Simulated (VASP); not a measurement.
Write the native input for VASP 6.6.1 that does the following.

- Task: relaxation of cell and atoms
- Functional: PBEsol
- Potentials or basis: VASP PAW PBE potentials, release 64 (Pd)
- Cutoff: 600 eV
- k mesh: 16 × 16 × 16
- Occupations: methfessel-paxton, width 0.1 eV
- Spin: no spin polarisation
- Further INCAR settings: ALGO = Normal; EDIFF = 1e-06; IBRION = 2; EDIFFG = -0.01; NSW = 90; ISIF = 3

The structure of Pd lies in POSCAR:

```
Pd
1.0
    0.0000000000      1.9465000000      1.9465000000
    1.9465000000      0.0000000000      1.9465000000
    1.9465000000      1.9465000000      0.0000000000
Pd
1
Direct
    0.0000000000      0.0000000000      0.0000000000
```

The input as run:

INCAR

```
PREC = Accurate
ENCUT = 600
EDIFF = 1E-6
ISMEAR = 1
SIGMA = 0.1
LREAL = F
LASPH = T
NELM = 80
ALGO = Normal
ISIF = 3
LWAVE = F
LCHARG = F
GGA = PS
IBRION = 2
NSW = 90
EDIFFG = -0.01
KPAR = 2
```

KPOINTS

```
Automatic mesh
0
Gamma
  16 16 16
```

Potentials or basis: VASP PAW PBE potentials, release 64 (Pd).

Command:

```bash
$ cat potpaw_PBE.64/Pd/POTCAR > POTCAR
$ mpirun -np 2 vasp_std > vasp.out
```

Results of the run:

- Relaxed volume: 14.53 Å³/atom
- Relaxed cell: a = 2.739 Å, b = 2.739 Å, c = 2.739 Å, α = 60.00°, β = 60.00°, γ = 60.00°
- Space group after relaxing (to 0.05 Å): Fm-3m (No. 225)
- Energy gained by relaxing: 2.1 meV/atom
- Ionic steps: 3
- Pressure after relaxing: 0.0 GPa
- Band gap on the k mesh: none (metal or under the smearing width)

Caveat: the PAW data sets were made with another functional, which shifts forces and pressure a little.

Wall time 20 s on 2 MPI ranks on AMD EPYC 7R13 Processor (Zen 3) (shared host), peak memory 0.13 GiB a rank.
